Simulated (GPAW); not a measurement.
# BAs (F-43m) in GPAW: a series of runs

One crystal, BAs, is run at these levels: LDA, PBEsol+D4, PBEint, SCAN; tasks: band structure, equation of state.

Program: GPAW 26.7.0. These are calculated values, not measurements. Logs are shortened: lines on timing, memory, paths and dates and some standing lists are left out, and cuts for length are marked. The log counts tension as positive stress, the text compression.

**What was measured.**

“Basic Physical Properties of Cubic Boron Arsenide”, 2019, arxiv:1911.11281 quotes, for a bulk crystal of BAs: bulk modulus 148 GPa.

How close the calculation comes is told below.

## (1) The crystal as given

It takes space group F-43m (No. 216, cubic). The conventional cell has a = 4.777 Å, b = 4.777 Å, c = 4.777 Å, α = 90.00°, β = 90.00°, γ = 90.00°. Around As (site symmetry -43m) lie 4 B at 2.07 Å. B (site symmetry -43m) has 4 As at 2.07 Å as nearest neighbours.

## (2) Band structure, LDA, spin-orbit coupling, no magnetisation

The input, run.py:

```python
import numpy as np
from ase.dft.bandgap import bandgap
from ase.io import read, write
from ase.units import GPa
from gpaw import GPAW, PW
from gpaw.spinorbit import soc_eigenstates

atoms = read('BAs.xyz')

calc = GPAW(mode=PW(800),
            xc='LDA',
            kpts={'size': (8, 8, 8), 'gamma': True},
            occupations={'name': 'fermi-dirac', 'width': 0.05},
            nbands=11,
            convergence={'density': 1e-05, 'energy': 1e-05},
            maxiter=150,
            txt='gpaw.txt')
atoms.calc = calc
energy = atoms.get_potential_energy()
forces = atoms.get_forces()
stress = atoms.get_stress()
calc.write('gs.gpw')
write('result.traj', atoms)
print(f'Energy: {energy:.6f} eV')
print('Forces (eV/A):')
print(forces.round(4))
print('Stress (GPa):', (stress / GPa).round(3))
print('Fermi level:', round(calc.get_fermi_level(), 4), 'eV')
print(f'Gap: {bandgap(calc)[0]:.4f} eV, direct: {bandgap(calc, direct=True)[0]:.4f} eV')

path = atoms.cell.bandpath('GXWKGLUWLK,UX', npoints=60, eps=1e-4)
bs_calc = calc.fixed_density(kpts=path, symmetry='off', nbands=19,
                             convergence={'bands': 'CBM+6.0', 'eigenstates': 1e-6}, txt='bands.txt')
bs = bs_calc.band_structure()
bs.write('bs.json')
print(f'Gap on the path: {bandgap(bs_calc)[0]:.4f} eV')

soc = soc_eigenstates(bs_calc, theta=0, phi=0)
np.savetxt('soc_bands.dat', soc.eigenvalues(), fmt='%.4f')
mesh = soc_eigenstates('gs.gpw', theta=0, phi=0)
np.savetxt('soc_mesh.dat', mesh.eigenvalues(), fmt='%.4f')
print('Fermi level with spin-orbit coupling:', round(mesh.fermi_level, 4), 'eV')
```

The input, BAs.xyz:

```xyz
2
Lattice="0.0000000000 2.3885000000 2.3885000000 2.3885000000 0.0000000000 2.3885000000 2.3885000000 2.3885000000 0.0000000000" Properties=species:S:1:pos:R:3 pbc="T T T"
As     3.5827500000      3.5827500000      3.5827500000
B      0.0000000000      0.0000000000      0.0000000000
```

Potentials or basis: the program's PAW data sets (release 1.2.1) made for this functional, pw.

Launch:

```console
OMP_NUM_THREADS=1 python run.py
```

gpaw.txt:

```text
__  _  _
 | _ |_)|_||  |
 |__||  | ||/\| - 26.7.0

Input parameters:
  mode=PW(ecut=800.0),
  convergence={'density': 1e-05, 'energy': 1e-05},
  kpts=MonkhorstPack(size=(8, 8, 8), gamma=True),
  maxiter=150,
  nbands=11,
  occupations=Occupations(name='fermi-dirac', width=0.05),
  xc=XC(name='LDA')

Diagonalizing LCAO Hamiltonian
Converting LCAO to pw mode

                   As

       B

Atoms  # Å, Bohr magnetons
|   | symbol |        x |        y |        z |    initial magnetic moments |
|---|--------|----------|----------|----------|-----------------------------|
| 0 |     As | 3.582750 | 3.582750 | 3.582750 | ( 0.0000,  0.0000,  0.0000) |
| 1 |      B | 0.000000 | 0.000000 | 0.000000 | ( 0.0000,  0.0000,  0.0000) |

Unit cell  # Å
| periodic |        x |        y |        z |  lengths |    angles |
|----------|----------|----------|----------|----------|-----------|
|      yes | 0.000000 | 2.388500 | 2.388500 | 3.377849 | 60.000000 |
|      yes | 2.388500 | 0.000000 | 2.388500 | 3.377849 | 60.000000 |
|      yes | 2.388500 | 2.388500 | 0.000000 | 3.377849 | 60.000000 |

Number of symmetries: 24
Symmetry operations  # r_c * U_cc + t_c -> r_c
|    | kind |            matrix            |
|----|------|------------------------------|
|  0 |  E   |  1, 0, 0,  0, 1, 0,  0, 0, 1 |
|  1 |  σ   |  1, 0, 0,  0, 0, 1,  0, 1, 0 |
|  2 |  σ   |  1, 0,-1,  0, 1,-1,  0, 0,-1 |
|  3 |  C3  |  1, 0,-1,  0, 0,-1,  0, 1,-1 |
|  4 |  C3  |  1,-1, 0,  0,-1, 1,  0,-1, 0 |
|  5 |  σ   |  1,-1, 0,  0,-1, 0,  0,-1, 1 |
|  6 |  σ   |  0, 1, 0,  1, 0, 0,  0, 0, 1 |
|  7 |  C3  |  0, 1, 0,  0, 0, 1,  1, 0, 0 |
|  8 |  C2  |  0, 1,-1,  1, 0,-1,  0, 0,-1 |
|  9 |  S4  |  0, 1,-1,  0, 0,-1,  1, 0,-1 |
| 10 |  C3  |  0, 0, 1,  1, 0, 0,  0, 1, 0 |
| 11 |  σ   |  0, 0, 1,  0, 1, 0,  1, 0, 0 |
| 12 |  S4  |  0, 0,-1,  1, 0,-1,  0, 1,-1 |
| 13 |  C3  |  0, 0,-1,  0, 1,-1,  1, 0,-1 |
| 14 |  S4  |  0,-1, 1,  1,-1, 0,  0,-1, 0 |
| 15 |  C2  |  0,-1, 1,  0,-1, 0,  1,-1, 0 |
| 16 |  C3  |  0,-1, 0,  1,-1, 0,  0,-1, 1 |
| 17 |  S4  |  0,-1, 0,  0,-1, 1,  1,-1, 0 |
| 18 |  S4  | -1, 1, 0, -1, 0, 1, -1, 0, 0 |
| 19 |  C3  | -1, 1, 0, -1, 0, 0, -1, 0, 1 |
| 20 |  C3  | -1, 0, 1, -1, 1, 0, -1, 0, 0 |
| 21 |  S4  | -1, 0, 1, -1, 0, 0, -1, 1, 0 |
| 22 |  σ   | -1, 0, 0, -1, 1, 0, -1, 0, 1 |
| 23 |  C2  | -1, 0, 0, -1, 0, 1, -1, 1, 0 |

BZ-sampling:
  Number of BZ points: 512
  Number of IBZ points: 29

  Monkhorst-Pack size: [8, 8, 8]
  Monkhorst-Pack shift: [0.0625, 0.0625, 0.0625]

K-points  # in reciprocal-cell coordinates
|     |                                coordinates |     weight |
|-----|--------------------------------------------|------------|
|   0 | (  0.00000000,   0.00000000,   0.00000000) | 0.00195312 |
|   1 | (  0.12500000,   0.12500000,   0.00000000) | 0.01171875 |
|   2 | (  0.12500000,   0.12500000,   0.12500000) | 0.01562500 |
|   3 | (  0.25000000,   0.12500000,   0.12500000) | 0.02343750 |
|   4 | (  0.25000000,   0.25000000,   0.00000000) | 0.01171875 |
|   5 | (  0.25000000,   0.25000000,   0.12500000) | 0.04687500 |
|   6 | (  0.25000000,   0.25000000,   0.25000000) | 0.01562500 |
|   7 | (  0.37500000,   0.25000000,  -0.37500000) | 0.04687500 |
|   8 | (  0.37500000,   0.25000000,   0.12500000) | 0.04687500 |
|   9 | (  0.37500000,   0.25000000,   0.25000000) | 0.04687500 |
| ... |                                            |            |
|  28 | (  0.50000000,   0.50000000,   0.50000000) | 0.00781250 |

Plane wave coefficients: 1424
Cutoff: 800.0 eV

Spin-components: 1 (collinear spins)
Bands:           11
Projectors:      10
Spin-degeneracy: 2
Datatype:        complex128

Parallelization:
  kpt:    1
  domain: 1
  band:   1

Density:
  Valence electrons: 8.0
  Components: 1
  Grid points: [24 24 24]
  Charge: 0.0  # |e|

Potential:
  Grid points: [24 24 24]

species:
  As:
    name:    Arsenic
    Z:       33.0
    valence: 5
    core:    28
    charge:  0.0  # [|e|]
    compensation charges:
      type: gauss
      rc: 0.33  # [Å]
      lmax: 2
    cutoffs:
      filter: 1.87  # [Å]
      core: 2.96  # [Å]
    projectors
    | kind |    occ | energy [eV] | rcut [Å] |
    |------|--------|-------------|----------|
    |   4s |  2.000 |     -14.691 |    1.058 |
    |   4p |  3.000 |      -5.342 |    1.058 |
    |    s |        |      12.520 |    1.058 |
    |    p |        |      21.869 |    1.058 |
    |    d |        |       0.000 |    1.058 |

    Using partial waves for As as LCAO basis

  B:
    name:    Boron
    Z:       5.0
    valence: 3
    core:    2
    charge:  0.0  # [|e|]
    compensation charges:
      type: gauss
      rc: 0.20  # [Å]
      lmax: 2
    cutoffs:
      filter: 1.14  # [Å]
      core: 1.42  # [Å]
    projectors
    | kind |    occ | energy [eV] | rcut [Å] |
    |------|--------|-------------|----------|
    |   2s |  2.000 |      -9.383 |    0.635 |
    |   2p |  1.000 |      -3.714 |    0.635 |
    |    s |        |      17.828 |    0.635 |
    |    p |        |      23.498 |    0.635 |
    |    d |        |       0.000 |    0.635 |

    Using partial waves for B as LCAO basis

Reference energy: -62082.522108  # eV

eigensolver:
  PPCG
  Converge bands: occupied
  niter=2

density mixing:
  MSR1-Mixer
  Pratt-step length: 0.05
  Maximum mixing coefficient: 0.75
  Old densities: 10
  SVD Regularization: 0.005
  Good broyden scale: 1.0
  Trust region scale: 1.0
  Backstep threshold: 4.0
  History deletion threshold: 6.0
  Fourier metric: weight=20.0, sigma=0.015

occupation numbers:
  Fermi-Dirac:
    width: 0.0500  # eV

poisson solver:
  ecut: 6400.0  # eV

xc functional:
  name: None

convergence criteria:
- Maximum integral of absolute [dens]ity change: 1e-05 electrons / valence electron
- Maximum [total energy] change in last 3 cyles: 1e-05 eV / valence electron
- Maximum integral of absolute [eigenst]ate change: 4e-08 eV^2 / valence electron
maximum number of iterations: 150

SCF iterations
|iter     | |      energy | eigst |  dens |
|---------|-|-------------|-------|-------|
|iter:   1| |  -13.576730 | -0.24 |       |
|iter:   2| |  -13.450517 | -2.27 | -0.71 |
|iter:   3| |  -12.935055 | -1.74 | -0.76 |
|iter:   4| |  -12.926888 | -3.24 | -1.46 |
|iter:   5| |  -12.926455 | -4.20 | -1.93 |
|iter:   6| |  -12.926446 | -5.43 | -2.64 |
|iter:   7| |  -12.926446c| -7.16 | -3.80 |
|iter:   8| |  -12.926446c| -7.81c| -4.31 |
|iter:   9| |  -12.926446c| -8.81c| -5.49c|

Converged in 9 steps
Energy contributions relative to reference atoms: (reference = -62082.522108)

Energy contributions:
  Kinetic:          20.519159
  Coulomb:         -18.252224
  Zero:              0.002700
  External:          0.000000
  Xc:              -15.196082
  Entropy:          -0.000000
  Spinorbit:         0.000000
  ----------------------------
  Free energy:     -12.926446
  Extrapolated:    -12.926446

dipole moment: (-3.259908, -3.259908, -3.259908)  # |e|*Ang

Fermi level: 8.249
Eigenvalues  # (at kpt = [0.000, 0.000, 0.000])
| band index |      eig [eV] | occ [0-2] |
|------------|---------------|-----------|
|          0 |        -7.688 |     2.000 |
|          1 |         7.693 |     2.000 |
|          2 |         7.693 |     2.000 |
|          3 |         7.693 |     2.000 |
|          4 |        10.964 |     0.000 |
|          5 |        10.964 |     0.000 |
|          6 |        10.964 |     0.000 |
|          7 |        12.398 |     0.000 |
|          8 |        17.119 |     0.000 |
|          9 |        20.872 |     0.000 |
|         10 |        20.879 |     0.000 |

Gap: 1.146 eV
Transition (v -> c):
  (s=0, k=0, n=3, [0.00, 0.00, 0.00]) -> (s=0, k=12, n=4, [0.38, 0.38, 0.00])
Direct/indirect transitions are different
Direct gap: 3.270 eV
Transition at: (s=0, k=0, n=3, [0.00, 0.00, 0.00])

Forces  # eV/Ang
|       x |        y |       z |
|---------|----------|---------|
| 0.00000 |  0.00000 | 0.00000 |  # As   0
| 0.00000 | -0.00000 | 0.00000 |  # B    1

Stress tensor  # eV/Ang^3
|         x |         y |         z |
|-----------|-----------|-----------|
|  0.021534 | -0.000000 | -0.000000 |
| -0.000000 |  0.021534 |  0.000000 |
| -0.000000 |  0.000000 |  0.021534 |

# Writing to gs.gpw (mode='')
```

Run time: 25 s. Hardware: 1 thread of Arm Neoverse V1, shared host; peak memory 0.23 GiB.

What came out:

* Free energy: -12.9264 eV
* Pressure: -3.5 GPa
* Band gap on the k mesh: 1.07 eV, indirect (least direct gap 3.05 eV)
* Band gap along the path: 1.07 eV, indirect (least direct gap 3.05 eV)

Levels at the corners of the path, in eV from the valence-band top:
```
point  band 6  band 7  band 8  band 9  band 10  band 11
    Γ    0.00    0.00    0.00    3.05     3.05     3.28
    X   -4.21   -4.07   -4.07    1.27     1.27     1.35
    W   -5.50   -5.28   -5.26    5.14     5.15     5.83
    K   -5.99   -3.55   -3.54    1.92     1.93     5.41
    Γ    0.00    0.00    0.00    3.05     3.05     3.28
    L   -1.96   -1.80   -1.80    2.62     2.62     4.65
    U   -5.99   -3.55   -3.54    1.92     1.93     5.41
    W   -5.50   -5.28   -5.26    5.14     5.15     5.83
    L   -1.96   -1.80   -1.80    2.62     2.62     4.65
    K   -5.99   -3.55   -3.54    1.92     1.93     5.41
    U   -5.99   -3.55   -3.54    1.92     1.93     5.41
    X   -4.21   -4.07   -4.07    1.27     1.27     1.35
```

Caveat: spin-orbit coupling was added after a scalar SCF, so levels and gaps hold it while energy, forces, pressure and moments don't; this program's spin-orbit splittings come out too wide for heavy elements.

## (3) Equation of state, PBEsol+D4

The input, run.py:

```python
from ase import Atoms
from ase.calculators.mixing import SumCalculator
from ase.eos import EquationOfState
from ase.io import Trajectory
from ase.units import GPa
from dftd4.ase import DFTD4
from gpaw import GPAW, PW, setup_paths

setup_paths.insert(0, '.')

atoms = Atoms(['As', 'B'],
              cell=[[0.0, 2.3885, 2.3885],
                    [2.3885, 0.0, 2.3885],
                    [2.3885, 2.3885, 0.0]],
              scaled_positions=[[0.75, 0.75, 0.75],
                                [0.0, 0.0, 0.0]],
              pbc=True)

traj = Trajectory('eos.traj', 'w')
volumes, energies = [], []
for x in [0.94, 0.96, 0.98, 1.0, 1.02, 1.04, 1.06]:
    a = atoms.copy()
    a.set_cell(atoms.cell * x**(1 / 3), scale_atoms=True)
    calc = GPAW(mode=PW(800),
                xc='PBEsol',
                kpts={'size': (8, 8, 8), 'gamma': True},
                occupations={'name': 'fermi-dirac', 'width': 0.05},
                nbands=11,
                convergence={'density': 1e-05, 'energy': 1e-05},
                maxiter=150,
                txt=f'eos-{x:.2f}.txt')
    a.calc = SumCalculator([calc, DFTD4(method='pbesol')])
    energies.append(a.get_potential_energy())
    volumes.append(a.get_volume())
    p = -a.get_stress()[:3].mean() / GPa
    calc.write(f'eos-{x:.2f}.gpw')
    traj.write(a)
    print(f'{x:.2f} {volumes[-1]:10.4f} A^3 {energies[-1]:14.6f} eV {p:9.3f} GPa', flush=True)

v0, e0, B = EquationOfState(volumes, energies, eos='birchmurnaghan').fit()
print(f'V0 = {v0:.4f} A^3, E0 = {e0:.6f} eV, B0 = {B / GPa:.2f} GPa')
```

Potentials or basis: PAW data sets generated in the run's folder for this functional, pw.

Launch:

```console
gpaw-setup -f PBEsol As B
OMP_NUM_THREADS=1 python run.py
```

Run time: 79 s. Hardware: 1 thread of Arm Neoverse V1, shared host; peak memory 0.22 GiB.

Results (log left out):

- Equilibrium volume: 13.37 Å³/atom
- Bulk modulus: 146 GPa
- Pressure derivative of the bulk modulus: 4.2

Energy against volume, from the lowest point:
```csv
volume (Å³/atom),energy (meV/atom)
12.809,11.61
13.081,2.97
13.354,0.00
13.626,2.14
13.899,8.88
14.171,19.76
14.444,34.35
```

## (4) Equation of state, PBEint

The input, run.py:

```python
from ase.eos import EquationOfState
from ase.io import Trajectory, read
from ase.units import GPa
from gpaw import GPAW, PW, setup_paths

setup_paths.insert(0, '.')

atoms = read('BAs.cif')

traj = Trajectory('eos.traj', 'w')
volumes, energies = [], []
for x in [0.94, 0.96, 0.98, 1.0, 1.02, 1.04, 1.06]:
    a = atoms.copy()
    a.set_cell(atoms.cell * x**(1 / 3), scale_atoms=True)
    calc = GPAW(mode=PW(800),
                xc='GGA_X_PBEINT+GGA_C_PBEINT',
                kpts={'size': (8, 8, 8), 'gamma': True},
                occupations={'name': 'fermi-dirac', 'width': 0.05},
                nbands=11,
                convergence={'density': 1e-05, 'energy': 1e-05},
                maxiter=150,
                txt=f'eos-{x:.2f}.txt')
    a.calc = calc
    energies.append(a.get_potential_energy(force_consistent=True))
    volumes.append(a.get_volume())
    p = -a.get_stress()[:3].mean() / GPa
    calc.write(f'eos-{x:.2f}.gpw')
    traj.write(a)
    print(f'{x:.2f} {volumes[-1]:10.4f} A^3 {energies[-1]:14.6f} eV {p:9.3f} GPa', flush=True)

v0, e0, B = EquationOfState(volumes, energies, eos='birchmurnaghan').fit()
print(f'V0 = {v0:.4f} A^3, E0 = {e0:.6f} eV, B0 = {B / GPa:.2f} GPa')
```

The input, BAs.cif:

```cif
data_BAs
_cell_length_a 3.37784909
_cell_length_b 3.37784909
_cell_length_c 3.37784909
_cell_angle_alpha 60.00000000
_cell_angle_beta 60.00000000
_cell_angle_gamma 60.00000000
_space_group_name_H-M_alt 'P1'
_space_group_name_Hall 'P 1'
_space_group_IT_number 1
loop_
_space_group_symop_operation_xyz
'x,y,z'
loop_
_atom_site_label
_atom_site_type_symbol
_atom_site_symmetry_multiplicity
_atom_site_Wyckoff_symbol
_atom_site_fract_x
_atom_site_fract_y
_atom_site_fract_z
_atom_site_occupancy
As1 As 1 a 0.7500000000 0.7500000000 0.7500000000 1
B1 B 1 a 0.0000000000 0.0000000000 0.0000000000 1
```

Launch:

```console
gpaw-setup -f GGA_X_PBEINT+GGA_C_PBEINT As B
OMP_NUM_THREADS=1 python run.py
```

Wall time 74 s (1 thread of Arm Neoverse V1, shared host); peak memory 0.22 GiB.

The run converged. Its results:

```yaml
Equilibrium_volume: 13.72 Å³/atom
Bulk_modulus: 139 GPa
Pressure_derivative_of_the_bulk_modulus: 4.1
```

Energy against volume, from the lowest point:
```tsv
volume (Å³/atom)	energy (meV/atom)
12.809	29.34
13.081	13.79
13.354	4.20
13.626	0.00
13.899	0.65
14.171	5.69
14.444	14.70
```

## (5) Equation of state, SCAN

Changes to run.py since step 4:

```diff
@@ -1,9 +1,14 @@
+from ase import Atoms
 from ase.eos import EquationOfState
-from ase.io import Trajectory, read
+from ase.io import Trajectory
 from ase.units import GPa
-from gpaw import GPAW, PW, setup_paths
+from gpaw import GPAW, PW
 
-setup_paths.insert(0, '.')
-
-atoms = read('BAs.cif')
+atoms = Atoms(['As', 'B'],
+              cell=[[0.0, 2.3885, 2.3885],
+                    [2.3885, 0.0, 2.3885],
+                    [2.3885, 2.3885, 0.0]],
+              scaled_positions=[[0.75, 0.75, 0.75],
+                                [0.0, 0.0, 0.0]],
+              pbc=True)
 
@@ -15,3 +20,3 @@
     calc = GPAW(mode=PW(800),
-                xc='GGA_X_PBEINT+GGA_C_PBEINT',
+                xc='MGGA_X_SCAN+MGGA_C_SCAN',
                 kpts={'size': (8, 8, 8), 'gamma': True},
```

Potentials or basis: GPAW PAW data sets (gpaw-data 1.2.1), pw.

Launch:

```console
OMP_NUM_THREADS=1 python run.py
```

Wall time 4.6 min (1 thread of Arm Neoverse V1, shared host); peak memory 0.52 GiB.

The run converged. Its results:

```yaml
Equilibrium_volume: "13.64 Å³/atom (rough: see the caveat)"
Bulk_modulus: 146 GPa (rough)
```

Energy against volume, from the lowest point:
| volume (Å³/atom) | energy (meV/atom) |
| --- | --- |
| 12.809 | 25.94 |
| 13.081 | 11.37 |
| 13.354 | 2.93 |
| 13.626 | 0.00 |
| 13.899 | 2.20 |
| 14.171 | 8.71 |
| 14.444 | 19.35 |

Caveat: the points scatter about the fit; the PAW data sets were made with another functional, which shifts forces and pressure a little.

## (6) Overview

| task | level | potentials or basis | spin | band path | band points | spin axis theta (degrees) | spin axis phi (degrees) | soc after scf | V0 of scaled cells (Å³/atom) | B0 (GPa) |
| --- | --- | --- | --- | --- | --- | --- | --- | --- | --- | --- |
| band structure | LDA | the program's PAW data sets (release 1.2.1) made for this functional, pw | SOC, no magnetisation | GXWKGLUWLK,UX | 60 | 0 | 0 | second variation | - | - |
| equation of state | PBEsol+D4 | PAW data sets generated in the run's folder for this functional, pw | off | - | - | - | - | - | 13.37 | 146 |
| equation of state | PBEint | PAW data sets generated in the run's folder for this functional, pw | off | - | - | - | - | - | 13.72 | 139 |
| equation of state | SCAN | GPAW PAW data sets (gpaw-data 1.2.1), pw | off | - | - | - | - | - | - | - |

Alike in all rows: cell as given; k mesh 8 × 8 × 8; cutoff (eV) 800; smearing fermi-dirac 0.05 eV.

Caveats: spin-orbit coupling was added after a scalar SCF, so levels and gaps hold it while energy, forces, pressure and moments don't (some runs); this program's spin-orbit splittings come out too wide for heavy elements (some runs); the points scatter about the fit (some runs); the PAW data sets were made with another functional, which shifts forces and pressure a little (some runs).

Absolute energies hang on the potentials; compare differences alone.

## (7) Against experiment

Step 3. A measured bulk modulus of BAs is 148 GPa (quoted in “Basic Physical Properties of Cubic Boron Arsenide”, 2019, arxiv:1911.11281); the calculated 146 GPa misses it by -1.2 %. The fit is for a static lattice scaled at fixed shape and fixed fractional positions.

Step 4. A measured bulk modulus of BAs is 148 GPa (quoted in “Basic Physical Properties of Cubic Boron Arsenide”, 2019, arxiv:1911.11281); the calculated 139 GPa misses it by -6.4 %. The fit is for a static lattice scaled at fixed shape and fixed fractional positions.
